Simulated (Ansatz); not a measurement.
# Na (fcc)

Method: r²SCAN, scalar-relativistic; no spin polarisation; PAW, 500 eV, Γ-centred 14×14×14 mesh, 0.05 eV Gaussian smearing; code Ansatz. The datasets are Ansatz's generated set soft_2.

```
CELL_PARAMETERS angstrom
0.00000 2.66156 2.66156
2.66156 0.00000 2.66156
2.66156 2.66156 0.00000
ATOMIC_POSITIONS crystal
Na 0.00000 0.00000 0.00000
```

At room temperature and ambient pressure Na is bcc.

The cell is relaxed to zero pressure at this level.

Path: Γ–X–U | K–Γ–L–W–X, with Γ = (0.000, 0.000, 0.000), X = (0.500, 0.000, 0.500), U = (0.625, 0.250, 0.625), K = (0.375, 0.375, 0.750), L = (0.500, 0.500, 0.500), W = (0.500, 0.250, 0.750) in reciprocal vectors of the calculation's cell.

Levels between -6 and 6 eV from the Fermi level at the path's named points:
```tsv
point	below E_F (eV)	above E_F (eV)
Γ	-3.45	
X		1.84 2.54
U and K		2.49 2.52 3.74
L		0.51 1.17
W		3.15 3.15 3.23 5.31
```

(1) By these bands, is it a metal or an insulator, and if it has a gap, where are the band edges on this path?

Answer:

(1) A metal: bands cross the Fermi level.

With 9 valence electrons in the calculation's cell and no magnetic order, the bands, two electrons each, can't all be full or empty: band theory demands a metal.
